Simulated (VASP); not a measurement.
# HfSi2 (Cmcm) in VASP: single point with PBEsol

Aim: the single point of HfSi2 with PBEsol.

Program: VASP 6.6.1. These are calculated values, not measurements. Logs are shortened: lines on timing, memory, paths and dates and some standing lists are left out, and cuts for length are marked.

### 1 Starting point

The structure is orthorhombic, space group Cmcm (No. 63). Conventional cell: a = 3.652 Å, b = 14.358 Å, c = 3.637 Å, α = 90.00°, β = 90.00°, γ = 90.00°. Hf (site symmetry m2m) has 10 Si at 2.67 to 2.93 Å as nearest neighbours. Si (site symmetry m2m) is surrounded by 4 Si at 2.58 Å and 4 Hf at 2.77 Å. Si (site symmetry m2m) has 2 Si at 2.41 Å and 4 Hf at 2.67 Å as nearest neighbours.

The cell is a database's computed one.

### 2 Single point, PBEsol, non-collinear spin, zero start, spin-orbit coupling

Contents of INCAR:

```
SYSTEM = HfSi2
ALGO = Fast
EDIFF = 1E-6
ENCUT = 520
GGA = PS
GGA_COMPAT = .FALSE.
ISIF = 2
ISMEAR = 0
LASPH = .TRUE.
LCHARG = .TRUE.
LMAXMIX = 4
LORBIT = 11
LREAL = .FALSE.
LSORBIT = .TRUE.
LVHAR = .TRUE.
LWAVE = .FALSE.
MAGMOM = 0 0 0 0 0 0 0 0 0 0 0 0 0 0 0 0 0 0
NBANDS = 52
NELM = 60
PREC = Accurate
SIGMA = 0.1
```

Contents of KPOINTS:

```
k-points
0
G
  10 10 10
  0 0 0
```

Contents of POSCAR:

```
HfSi2
1.0
    1.8261900000     -7.1790900000      0.0000000000
    1.8261900000      7.1790900000      0.0000000000
    0.0000000000      0.0000000000      3.6373100000
Hf Si
2 4
Direct
    0.8953300000      0.1046700000      0.2500000000
    0.1046700000      0.8953300000      0.7500000000
    0.2502000000      0.7498000000      0.2500000000
    0.7498000000      0.2502000000      0.7500000000
    0.4449600000      0.5550400000      0.7500000000
    0.5550400000      0.4449600000      0.2500000000
```

Potentials or basis: VASP PAW PBE potentials, release 64 (Hf_pv, Si).

Run with:

```
> cat potpaw_PBE.64/Hf_pv/POTCAR potpaw_PBE.64/Si/POTCAR > POTCAR
> mpirun -np 1 vasp_ncl > vasp.out
```

OUTCAR:

```text
SYSTEM = HfSi2
   EDIFF = 1E-6
   ENCUT = 520
   GGA = PS
   ISIF = 2
   ISMEAR = 0
   LASPH = .TRUE.
   LORBIT = 11
   LREAL = .FALSE.
   LSORBIT = .TRUE.
   NELM = 60
   PREC = Accurate

 ion  position               nearest neighbor table
   1  0.895  0.105  0.250-   5 2.67   5 2.67   5 2.67   5 2.67   4 2.77   4 2.77   3 2.77   3 2.77
                             6 2.93   6 2.93   2 3.51   2 3.51
   2  0.105  0.895  0.750-   6 2.67   6 2.67   6 2.67   6 2.67   3 2.77   3 2.77   4 2.77   4 2.77
                             5 2.93   5 2.93   1 3.51   1 3.51
   3  0.250  0.750  0.250-   4 2.58   4 2.58   4 2.58   4 2.58   2 2.77   2 2.77   1 2.77   1 2.77

   4  0.750  0.250  0.750-   3 2.58   3 2.58   3 2.58   3 2.58   1 2.77   1 2.77   2 2.77   2 2.77

   5  0.445  0.555  0.750-   6 2.41   6 2.41   1 2.67   1 2.67   1 2.67   1 2.67   2 2.93   2 2.93

   6  0.555  0.445  0.250-   5 2.41   5 2.41   2 2.67   2 2.67   2 2.67   2 2.67   1 2.93   1 2.93

  LATTYP: Found a base centered orthorhombic cell.
 ALAT       =     3.6523800000
 B/A-ratio  =     3.9311845974
 C/A-ratio  =     0.9958739233

  Lattice vectors:

 A1 = (   1.8261900000,  -7.1790900000,   0.0000000000)
 A2 = (   1.8261900000,   7.1790900000,   0.0000000000)
 A3 = (   0.0000000000,   0.0000000000,   3.6373100000)

Analysis of symmetry for initial positions (statically):
=====================================================================
 Subroutine PRICEL returns:
 Original cell was already a primitive cell.

 Routine SETGRP: Setting up the symmetry group for a
 base centered orthorhombic supercell.

 Subroutine GETGRP returns: Found  8 space group operations
 (whereof  4 operations were pure point group operations)
 out of a pool of  8 trial point group operations.

The static configuration has the point symmetry C_2h.
 The point group associated with its full space group is D_2h.

Analysis of symmetry for dynamics (positions and initial velocities):
=====================================================================
 Subroutine PRICEL returns:
 Original cell was already a primitive cell.

 Routine SETGRP: Setting up the symmetry group for a
 base centered orthorhombic supercell.

 Subroutine GETGRP returns: Found  8 space group operations
 (whereof  4 operations were pure point group operations)
 out of a pool of  8 trial point group operations.

The dynamic configuration has the point symmetry C_2h.
 The point group associated with its full space group is D_2h.

Analysis of structural, dynamic, and magnetic symmetry:
=====================================================================
 Subroutine PRICEL returns:
 Original cell was already a primitive cell.

 Routine SETGRP: Setting up the symmetry group for a
 base centered orthorhombic supercell.

 Subroutine GETGRP returns: Found  8 space group operations
 (whereof  4 operations were pure point group operations)
 out of a pool of  8 trial point group operations.

The overall configuration has the point symmetry C_2h.
 The point group associated with its full space group is D_2h.

 Subroutine INISYM returns: Found  8 space group operations
 (whereof  4 operations are pure point group operations),
 and found     1 'primitive' translations

----------------------------------------------------------------------------------------

                                     Primitive cell

  volume of cell :      95.3730

  direct lattice vectors                    reciprocal lattice vectors
     1.826190000 -7.179090000  0.000000000     0.273794074 -0.069646710  0.000000000
     1.826190000  7.179090000  0.000000000     0.273794074  0.069646710  0.000000000
     0.000000000  0.000000000  3.637310000     0.000000000  0.000000000  0.274928450

  length of vectors
     7.407719159  7.407719159  3.637310000     0.282513467  0.282513467  0.274928450

  position of ions in fractional coordinates (direct lattice)
     0.895330000  0.104670000  0.250000000
     0.104670000  0.895330000  0.750000000
     0.250200000  0.749800000  0.250000000
     0.749800000  0.250200000  0.750000000
     0.444960000  0.555040000  0.750000000
     0.555040000  0.444960000  0.250000000

  ion indices of the primitive-cell ions
   primitive index   ion index
                 1           1
[... 116 lines left out ...]

 number of electron      35.9999998 magnetization      -0.0000000     -0.0000000     -0.0000000

 number of electron      35.9999998 magnetization      -0.0000000      0.0000000      0.0000000

 Free energy of the ion-electron system (eV)
  ---------------------------------------------------
  ext. energy  EPLUGINS =         0.00000000
  ---------------------------------------------------
  free energy    TOTEN  =       -49.35059274 eV

  energy without entropy =      -49.34379418  energy(sigma->0) =      -49.34719346

 E-fermi :   8.5315     XC(G=0): -11.5812

 val. band max:        8.5286729647   @ k =   0.5000   0.1000   0.0000
 cond. band min:       8.5324260713   @ k =   0.2000  -0.0000   0.0000
 fundamental gap:      0.0037531065
 Fermi energy:         8.5315447760

 k-point     1 :       0.0000    0.0000    0.0000
  band No.  band energies     occupation
      1     -26.7808      1.00000
      2     -26.7808      1.00000
      3     -26.7502      1.00000
      4     -26.7502      1.00000
      5     -19.9691      1.00000
      6     -19.9691      1.00000
[... 1213 lines left out ...]
     47      11.3529      0.00000
     48      11.3529      0.00000

 [... further k-points ...]

 [bands above 48 left out]

------------------------ aborting loop because EDIFF is reached ----------------------------------------

  FORCE on cell =-STRESS in cart. coord.  units (eV):
  Direction    XX          YY          ZZ          XY          YZ          ZX
  --------------------------------------------------------------------------------------
  -------------------------------------------------------------------------------------
  Total       -0.0713695     -0.0604517     -0.0436637      0.0000000      0.0000000      0.0000000
  in kB       -1.1989402     -1.0155309     -0.7335088      0.0000000      0.0000000      0.0000000
  external PRESSURE =      -0.9826600 kB  Pullay stress =       0.0000000 kB

 VOLUME and BASIS-vectors are now :
 -----------------------------------------------------------------------------
  energy-cutoff  :      520.00
  volume of cell :       95.37
      direct lattice vectors                 reciprocal lattice vectors
     1.826190000 -7.179090000  0.000000000     0.273794074 -0.069646710  0.000000000
     1.826190000  7.179090000  0.000000000     0.273794074  0.069646710  0.000000000
     0.000000000  0.000000000  3.637310000     0.000000000  0.000000000  0.274928450

 POSITION                                       TOTAL-FORCE (eV/Angst)
 -----------------------------------------------------------------------------------
      1.82619     -5.67622      0.90933         0.000000      0.000780      0.000000
      1.82619      5.67622      2.72798         0.000000     -0.000780      0.000000
      1.82619      3.58667      0.90933         0.000000     -0.001864     -0.000000
      1.82619     -3.58667      2.72798         0.000000      0.001864     -0.000000
      1.82619      0.79027      2.72798         0.000000      0.008642      0.000000
      1.82619     -0.79027      0.90933         0.000000     -0.008642      0.000000
 -----------------------------------------------------------------------------------
    total drift:                                0.000000      0.000000      0.000000

  FREE ENERGIE OF THE ION-ELECTRON SYSTEM (eV)
  ---------------------------------------------------
  free  energy   TOTEN  =       -49.3505927443 eV

  energy  without entropy=      -49.3437941773  energy(sigma->0) =      -49.34719346

 Spin-Orbit-Coupling matrix elements

 Ion:    1  E_soc:     -1.3526606
 l=   1
     0.0000000    -0.2166751    -0.2163733
    -0.2166751     0.0000000    -0.2168952
    -0.2163733    -0.2168952     0.0000000
 l=   2
     0.0000000    -0.0017701     0.0000000    -0.0018410    -0.0068927
    -0.0017701     0.0000000    -0.0053664    -0.0017893    -0.0018084
     0.0000000    -0.0053664     0.0000000    -0.0052024     0.0000000
    -0.0018410    -0.0017893    -0.0052024     0.0000000    -0.0017166
    -0.0068927    -0.0018084     0.0000000    -0.0017166     0.0000000
 l=   3
     0.0000000     0.0000000     0.0000000     0.0000000     0.0000000     0.0000000     0.0000000
     0.0000000     0.0000000     0.0000000     0.0000000     0.0000000     0.0000000     0.0000000
     0.0000000     0.0000000     0.0000000     0.0000000     0.0000000     0.0000000     0.0000000
     0.0000000     0.0000000     0.0000000     0.0000000     0.0000000     0.0000000     0.0000000
[... 89 lines left out ...]
 l=   2
     0.0000000     0.0000000     0.0000000     0.0000000     0.0000000
     0.0000000     0.0000000     0.0000000     0.0000000     0.0000000
     0.0000000     0.0000000     0.0000000     0.0000000     0.0000000
     0.0000000     0.0000000     0.0000000     0.0000000     0.0000000
     0.0000000     0.0000000     0.0000000     0.0000000     0.0000000
 l=   3
     0.0000000     0.0000000     0.0000000     0.0000000     0.0000000     0.0000000     0.0000000
     0.0000000     0.0000000     0.0000000     0.0000000     0.0000000     0.0000000     0.0000000
     0.0000000     0.0000000     0.0000000     0.0000000     0.0000000     0.0000000     0.0000000
     0.0000000     0.0000000     0.0000000     0.0000000     0.0000000     0.0000000     0.0000000
     0.0000000     0.0000000     0.0000000     0.0000000     0.0000000     0.0000000     0.0000000
     0.0000000     0.0000000     0.0000000     0.0000000     0.0000000     0.0000000     0.0000000
     0.0000000     0.0000000     0.0000000     0.0000000     0.0000000     0.0000000     0.0000000

 total charge

# of ion       s       p       d       tot
------------------------------------------
    1        0.286   6.505   1.860   8.651
    2        0.286   6.505   1.860   8.651
    3        0.752   0.877   0.000   1.628
    4        0.752   0.877   0.000   1.628
    5        0.771   0.935   0.000   1.706
    6        0.771   0.935   0.000   1.706
--------------------------------------------------
tot          3.618  16.633   3.721  23.972

 magnetization (x)

# of ion       s       p       d       tot
------------------------------------------
    1        0.000   0.000   0.000   0.000
    2        0.000   0.000   0.000   0.000
    3        0.000   0.000   0.000   0.000
    4        0.000   0.000   0.000   0.000
    5        0.000   0.000   0.000   0.000
    6        0.000   0.000   0.000   0.000
--------------------------------------------------
tot          0.000   0.000   0.000   0.000

 magnetization (y)

# of ion       s       p       d       tot
------------------------------------------
    1        0.000   0.000   0.000   0.000
    2        0.000   0.000   0.000   0.000
    3        0.000   0.000   0.000   0.000
    4        0.000   0.000   0.000   0.000
    5        0.000   0.000   0.000   0.000
    6        0.000   0.000   0.000   0.000
--------------------------------------------------
tot          0.000   0.000   0.000   0.000

 magnetization (z)

# of ion       s       p       d       tot
------------------------------------------
    1        0.000   0.000   0.000   0.000
    2        0.000   0.000   0.000   0.000
    3        0.000   0.000   0.000   0.000
    4        0.000   0.000   0.000   0.000
    5        0.000   0.000   0.000   0.000
    6        0.000   0.000   0.000   0.000
--------------------------------------------------
tot          0.000   0.000   0.000   0.000
```

Run time: 38 min. Hardware: 1 thread of Intel Xeon 6975P-C (Granite Rapids), shared host; peak memory 1.4 GiB.

Results:

| Quantity | Value |
| --- | --- |
| Free energy | -49.3506 eV |
| Pressure | -0.1 GPa |
| Largest force | 0.009 eV/Å |
| Net moment | 0.00 μB per cell |
| Valence electrons inside the program's atomic spheres | Hf 8.65; Si 1.63, 1.71 |

Forces on the atoms (eV/Å):
```
Hf   0.000  0.001  0.000
Hf   0.000 -0.001  0.000
Si   0.000 -0.002  0.000
Si   0.000  0.002  0.000
Si   0.000  0.009  0.000
Si   0.000 -0.009  0.000
```

Moments on the atoms (μB; x, y, z):
```
Hf  0.00 0.00 0.00
Hf  0.00 0.00 0.00
Si  0.00 0.00 0.00
Si  0.00 0.00 0.00
Si  0.00 0.00 0.00
Si  0.00 0.00 0.00
```

Caveat: the PAW data sets were made with another functional, which shifts forces and pressure a little.
